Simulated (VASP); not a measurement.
# Nb (Im-3m) in VASP: settings compared

Aim: see how the results for Nb move with the level of theory and the settings. Levels: PBEsol+D3(BJ), r2SCAN, PBE+D3(BJ). Tasks: band structure, phonons, equation of state.

Everything below comes from runs of VASP 6.6.1. Logs are shortened: lines on timing, memory, paths and dates and some standing lists are left out, and cuts for length are marked.

**The experiment to reproduce.**

From “Pressure effects on the electronic structure and superconductivity of (TaNb)0.67(HfZrTi)0.33 high entropy alloy”, 2019, arxiv:1910.08312, for a bulk crystal of Nb: bulk modulus 169 GPa.

The results are compared with them further down.

## (1) The crystal as given

The structure is cubic, space group Im-3m (No. 229). Conventional cell: a = 3.328 Å, b = 3.328 Å, c = 3.328 Å, α = 90.00°, β = 90.00°, γ = 90.00°. Around Nb (site symmetry m-3m) lie 8 Nb at 2.88 Å.

## (2) Band structure, PBEsol+D3(BJ), non-collinear spin, ferromagnetic start

File run.py:

```python
from ase.calculators.vasp import Vasp
from ase.dft.bandgap import bandgap
from ase.io import read

atoms = read('Nb.xyz')
atoms.set_initial_magnetic_moments([[0.289, 0.289, 0.289]])
calc = Vasp(
    directory='calc',
    xc='pbesol',
    pp='PBE',
    setups='recommended',
    prec='Accurate',
    encut=520,
    ediff=1e-06,
    ismear=0,
    sigma=0.01,
    lreal=False,
    lasph=True,
    nelm=80,
    algo='Fast',
    isif=2,
    lwave=False,
    lcharg=True,
    lnoncollinear=True,
    lorbit=11,
    lmaxmix=4,
    ivdw=12,
    kpts=[8, 8, 8],
    gamma=True,
    nbands=24,
)
atoms.calc = calc

print('energy (eV):', atoms.get_potential_energy())
print('free energy (eV):', atoms.get_potential_energy(force_consistent=True))
efermi = calc.get_fermi_level()
print('Fermi level (eV):', efermi)
path = atoms.cell.bandpath(npoints=60, eps=1e-4)
print('path:', path.path)
calc.set(kpts=path.kpts, reciprocal=True, icharg=11, isym=0, lcharg=False)
calc.calculate(atoms)
print('gap on the path (eV):', bandgap(calc, efermi=efermi)[0])
print('direct gap on the path (eV):', bandgap(calc, efermi=efermi, direct=True)[0])
```

File Nb.xyz:

```xyz
1
Lattice="-1.6639500000 1.6639500000 1.6639500000 1.6639500000 -1.6639500000 1.6639500000 1.6639500000 1.6639500000 -1.6639500000" Properties=species:S:1:pos:R:3 pbc="T T T"
Nb     0.0000000000      0.0000000000      0.0000000000
```

Potentials or basis: VASP PAW PBE potentials, release 64 (Nb_sv).

On the command line:

```sh
> python run.py
```

The program printed:

```text
energy (eV): -11.68835075
free energy (eV): -11.68841582
Fermi level (eV): 10.54206985
path: GHNGPH,PN
gap on the path (eV): 0.0
direct gap on the path (eV): 0.0
```

OUTCAR:

```text
ENCUT = 520.000000
   EDIFF = 1.00e-06
   GGA = PS
   PREC = Accurate
   ICHARG = 11
   ISIF = 2
   ISMEAR = 0
   ISYM = 0
   LORBIT = 11
   NELM = 80
   IVDW = 12
   LASPH = .TRUE.
   LNONCOLLINEAR = .TRUE.
   LREAL = .FALSE.
   ISPIN = 2
 IVDW          = 12

 ion  position               nearest neighbor table
   1  0.000  0.000  0.000-

IMPORTANT INFORMATION: All symmetrisations will be switched off!
NOSYMM: (Re-)initialisation of all symmetry stuff for point group C_1.

----------------------------------------------------------------------------------------

                                     Primitive cell

  volume of cell :      18.4281

  direct lattice vectors                    reciprocal lattice vectors
    -1.663950000  1.663950000  1.663950000     0.000000000  0.300489798  0.300489798
     1.663950000 -1.663950000  1.663950000     0.300489798  0.000000000  0.300489798
     1.663950000  1.663950000 -1.663950000     0.300489798  0.300489798  0.000000000

  length of vectors
     2.882045941  2.882045941  2.882045941     0.424956748  0.424956748  0.424956748

  position of ions in fractional coordinates (direct lattice)
     0.000000000  0.000000000  0.000000000

  ion indices of the primitive-cell ions
   primitive index   ion index
                 1           1

----------------------------------------------------------------------------------------

 KPOINTS: KPOINTS created by Atomic Simulation Env

Read explicit list of k-points.

 Found     60 k-points:

 Following reciprocal coordinates:
            Coordinates               Weight
  0.000000  0.000000  0.000000      0.016667
  0.041667 -0.041667  0.041667      0.016667
  0.083333 -0.083333  0.083333      0.016667
  0.125000 -0.125000  0.125000      0.016667
  0.166667 -0.166667  0.166667      0.016667
  0.208333 -0.208333  0.208333      0.016667
[... 16 lines left out ...]
  0.000000  0.000000  0.388889      0.016667
  0.000000  0.000000  0.333333      0.016667
 [... further k-points ...]
   k-points           NKPTS =     60   k-points in BZ     NKDIM =     60   number of bands    NBANDS=     24
   number of dos      NEDOS =    301   number of ions     NIONS =      1
   total plane-waves  NPLWV =  13824
   dimension x,y,z NGX =    24 NGY =   24 NGZ =   24
   dimension x,y,z NGXF=    48 NGYF=   48 NGZF=   48
   ions per type =               1
   NGX,Y,Z   is equivalent  to a cutoff of  13.84, 13.84, 13.84 a.u.
   NGXF,Y,Z  is equivalent  to a cutoff of  27.69, 27.69, 27.69 a.u.
 SYSTEM =  unknown system
   PREC   = accura    normal or accurate (medium, high low for compatibility)
   ISTART =      0    job   : 0-new  1-cont  2-samecut
   ICHARG =     11    charge: 1-file 2-atom 10-const
   ISPIN  =      1    spin polarized calculation?
   LNONCOLLINEAR =      T non collinear calculations
   LSORBIT =      F    spin-orbit coupling
   LASPH  =      T    aspherical Exc in radial PAW
   ENCUT  =  520.0 eV  38.22 Ry    6.18 a.u.   5.36  5.36  5.36*2*pi/ulx,y,z
   NELM   =     80;   NELMIN=  2; NELMDL=  0     # of ELM steps
   EDIFF  = 0.1E-05   stopping-criterion for ELM
   LREAL  =      F    real-space projection
   EDIFFG = 0.1E-04   stopping-criterion for IOM
   NSW    =      0    number of steps for IOM
   IBRION =     -1    ionic relax: 0-MD 1-quasi-New 2-CG
   NFREE  =      0    steps in history (QN), initial steepest desc. (CG)
   ISIF   =      2    stress and relaxation
   ISYM   =      0    0-nonsym 1-usesym 2-fastsym
   POTIM  = 0.5000    time-step for ionic-motion
   TEBEG  =    0.0;   TEEND  =   0.0 temperature during run
   PSTRESS=    0.0 pullay stress
   NELECT =      13.0000    total number of electrons
   NUPDOWN=      -1.0000    fix difference up-down
   EMIN   =  10.00;   EMAX   =-10.00  energy-range for DOS
   EFERMI =   0.00;   METHOD = LEGACY
   ISMEAR =     0;   SIGMA  =   0.01  broadening in eV -4-tet -1-fermi 0-gaus
   EFERMI_NEDOS =   21; number of points for ismear=-14 and -15
   IALGO  =     68    algorithm
   IMIX   =      4    mixing-type and parameters
     AMIX     =   0.40;   BMIX     =  1.00
     AMIX_MAG =   1.60;   BMIX_MAG =  1.00
  volume/ion in A,a.u.               =      18.43       124.36
  Fermi-wavevector in a.u.,A,eV,Ry     =   1.457345  2.753983 28.896790  2.123854
  Thomas-Fermi vector in A             =   2.574157
   LORBIT       =     11    0 simple, 1 ext, 2 COOP (PROOUT), +10 PAW based schemes
   GGA     = PS    functional components
   LHFCALC =     F    Hartree Fock is set to
   AEXX    =    0.0000 exact exchange contribution
   IVDW    =    12    specifies the selected vdW correction
   LEPSILON=     F    determine dielectric tensor
   LRPA    =     F    only Hartree local field effects (RPA)
 RMM-DIIS sequential band-by-band and
 Gauss-broadening in eV      SIGMA  =   0.01
  energy-cutoff  :      520.00
  volume of cell :       18.43
 maximum number of plane-waves:      1062
 NGX is ok and might be reduce to    24

 number of electron      12.9999999 magnetization      -0.0157656     -0.0157656     -0.0157656

 Free energy of the ion-electron system (eV)
  ---------------------------------------------------
  ext. energy  EPLUGINS =         0.00000000
  ---------------------------------------------------
  free energy    TOTEN  =       -11.74483556 eV

  energy without entropy =      -11.74450228  energy(sigma->0) =      -11.74466892

 E-fermi :  11.0744     XC(G=0): -12.5158

 val. band max:       11.0658847609   @ k =   0.0000   0.0000   0.0000
 cond. band min:      11.0746605553   @ k =   0.0000   0.0000   0.3333
 fundamental gap:      0.0087757944
 Fermi energy:        11.0744359981

 k-point     1 :       0.0000    0.0000    0.0000
  band No.  band energies     occupation
      1     -43.6144      1.00000
      2     -43.5996      1.00000
      3     -18.9756      1.00000
      4     -18.9756      1.00000
      5     -18.9756      1.00000
      6     -18.9598      1.00000
[... 16 lines left out ...]
     23      24.8774      0.00000
     24      24.8854      0.00000

 k-point     2 :       0.0417   -0.0417    0.0417
  band No.  band energies     occupation
      1     -43.6069      1.00000
      2     -43.5921      1.00000
      3     -19.0081      1.00000
      4     -18.9922      1.00000
      5     -18.9898      1.00000
      6     -18.9898      1.00000
[... 16 lines left out ...]
     23      25.1178      0.00000
     24      25.1241      0.00000

 k-point     3 :       0.0833   -0.0833    0.0833
  band No.  band energies     occupation
      1     -43.5851      1.00000
      2     -43.5702      1.00000
      3     -19.0995      1.00000
      4     -19.0836      1.00000
      5     -19.0318      1.00000
      6     -19.0318      1.00000
[... 16 lines left out ...]
     23      25.8140      0.00000
     24      25.8244      0.00000

 k-point     4 :       0.1250   -0.1250    0.1250
  band No.  band energies     occupation
      1     -43.5509      1.00000
      2     -43.5361      1.00000
      3     -19.2327      1.00000
      4     -19.2168      1.00000
      5     -19.0990      1.00000
      6     -19.0990      1.00000
[... 16 lines left out ...]
     23      26.8897      0.00000
     24      26.8956      0.00000

 k-point     5 :       0.1667   -0.1667    0.1667
  band No.  band energies     occupation
      1     -43.5074      1.00000
      2     -43.4926      1.00000
      3     -19.3850      1.00000
      4     -19.3690      1.00000
      5     -19.1875      1.00000
      6     -19.1875      1.00000
[... 16 lines left out ...]
     23      27.0902      0.00000
     24      27.2960      0.00000

 k-point     6 :       0.2083   -0.2083    0.2083
  band No.  band energies     occupation
      1     -43.4583      1.00000
      2     -43.4435      1.00000
      3     -19.5336      1.00000
      4     -19.5176      1.00000
      5     -19.2916      1.00000
      6     -19.2916      1.00000
[... 16 lines left out ...]
     23      27.8430      0.00000
     24      27.8810      0.00000
[... 379 lines left out ...]
 k-point    21 :       0.0000    0.0000    0.5000
  band No.  band energies     occupation
      1     -43.3888      1.00000
      2     -43.3740      1.00000
      3     -20.2478      1.00000
      4     -20.2313      1.00000
      5     -19.3785      1.00000
      6     -19.3622      1.00000
[... 16 lines left out ...]
     23      22.3865      0.00000
     24      22.4048      0.00000

 k-point    22 :       0.0000    0.0000    0.4444
  band No.  band energies     occupation
      1     -43.3957      1.00000
      2     -43.3810      1.00000
      3     -20.2120      1.00000
      4     -20.1955      1.00000
      5     -19.3668      1.00000
      6     -19.3505      1.00000
[... 16 lines left out ...]
     23      22.7171      0.00000
     24      22.7339      0.00000

 k-point    23 :       0.0000    0.0000    0.3889
  band No.  band energies     occupation
      1     -43.4157      1.00000
      2     -43.4009      1.00000
      3     -20.1081      1.00000
      4     -20.0916      1.00000
      5     -19.3329      1.00000
      6     -19.3167      1.00000
[... 16 lines left out ...]
     23      23.5890      0.00000
     24      23.6050      0.00000

 k-point    24 :       0.0000    0.0000    0.3333
  band No.  band energies     occupation
      1     -43.4461      1.00000
      2     -43.4314      1.00000
      3     -19.9466      1.00000
      4     -19.9302      1.00000
      5     -19.2805      1.00000
      6     -19.2644      1.00000
[... 16 lines left out ...]
     23      24.7585      0.00000
     24      24.7727      0.00000

 [... further k-points ...]

------------------------ aborting loop because EDIFF is reached ----------------------------------------

 Edisp (eV)   -0.73508

 E8    (eV) :    -0.5224

  FORCE on cell =-STRESS in cart. coord.  units (eV):
  Direction    XX          YY          ZZ          XY          YZ          ZX
  --------------------------------------------------------------------------------------
  -------------------------------------------------------------------------------------
  Total      -2.88323    -0.86518     0.36487     4.56043     1.40775     1.36115
  in kB    -250.67366   -75.22015    31.72270   396.49261   122.39248   118.34110
  external pressure =      -98.06 kB  Pullay stress =        0.00 kB

 VOLUME and BASIS-vectors are now :
 -----------------------------------------------------------------------------
  energy-cutoff  :      520.00
  volume of cell :       18.43
      direct lattice vectors                 reciprocal lattice vectors
    -1.663950000  1.663950000  1.663950000     0.000000000  0.300489798  0.300489798
     1.663950000 -1.663950000  1.663950000     0.300489798  0.000000000  0.300489798
     1.663950000  1.663950000 -1.663950000     0.300489798  0.300489798  0.000000000

 POSITION                                       TOTAL-FORCE (eV/Angst)
 -----------------------------------------------------------------------------------
      0.00000      0.00000      0.00000         0.000048     -0.000030      0.000025
 -----------------------------------------------------------------------------------
    total drift:                                0.000048     -0.000030      0.000025

  FREE ENERGIE OF THE ION-ELECTRON SYSTEM (eV)
  ---------------------------------------------------
  free  energy   TOTEN  =       -12.4799162308 eV

  energy  without entropy=      -12.4795829434  energy(sigma->0) =      -12.47974959

 total charge

# of ion       s       p       d       tot
------------------------------------------
    1        2.214   5.973   2.551  10.739

 magnetization (x)

# of ion       s       p       d       tot
------------------------------------------
    1       -0.000  -0.001  -0.057  -0.058

 magnetization (y)

# of ion       s       p       d       tot
------------------------------------------
    1       -0.000  -0.001  -0.057  -0.058

 magnetization (z)

# of ion       s       p       d       tot
------------------------------------------
    1       -0.000  -0.001  -0.057  -0.058
```

INCAR:

```text
ENCUT = 520.000000
SIGMA = 0.010000
EDIFF = 1.00e-06
ALGO = Fast
GGA = PS
PREC = Accurate
ICHARG = 11
ISIF = 2
ISMEAR = 0
ISYM = 0
LMAXMIX = 4
LORBIT = 11
NBANDS = 24
NELM = 80
IVDW = 12
LASPH = .TRUE.
LCHARG = .FALSE.
LWAVE = .FALSE.
LNONCOLLINEAR = .TRUE.
LREAL = .FALSE.
ISPIN = 2
MAGMOM = 3*0.2890
```

It took 3.6 min on 1 thread of Intel Xeon Platinum 8488C (Sapphire Rapids), shared host; peak memory 0.21 GiB.

What came out:

```
Band gap along the path    : none (metal or under the smearing width)
Net moment                 : 0.03 μB per cell
Dispersion energy per atom : -0.735 eV
```

Levels at the corners of the path, in eV from the Fermi level:
```
point  band 8  band 9  band 10  band 11  band 12  band 13  band 14  band 15  band 16  band 17
    Γ  -29.50   -5.75    -5.74     0.52     0.52     0.52     0.55     0.55     0.55     3.37
    H  -30.37   -3.43    -3.43    -3.42    -3.42     5.63     5.63     5.63     5.65     5.65
    N  -29.51   -3.48    -3.46    -1.44    -1.42     2.35     2.36     3.38     3.40     4.05
    Γ  -29.50   -5.75    -5.74     0.52     0.52     0.52     0.55     0.55     0.55     3.37
    P  -30.15   -0.92    -0.92    -0.92    -0.90    -0.90    -0.90     4.18     4.18     4.19
    H  -30.37   -3.43    -3.43    -3.42    -3.42     5.63     5.63     5.63     5.65     5.65
    P  -30.15   -0.92    -0.92    -0.92    -0.90    -0.90    -0.90     4.18     4.18     4.19
    N  -29.51   -3.48    -3.46    -1.44    -1.42     2.35     2.36     3.38     3.40     4.05
```

Moments on the atoms (μB; x, y, z):
```
Nb  -0.06 -0.06 -0.06
```

Caveat: the log is that of the step along the path at fixed density, whose energy, stress, charges and moments have no meaning; the PAW data sets were made with another functional, which shifts forces and pressure a little; pairwise dispersion overbinds metals, which lowers pressure and volume.

(Part 1 of 3 ends here.)
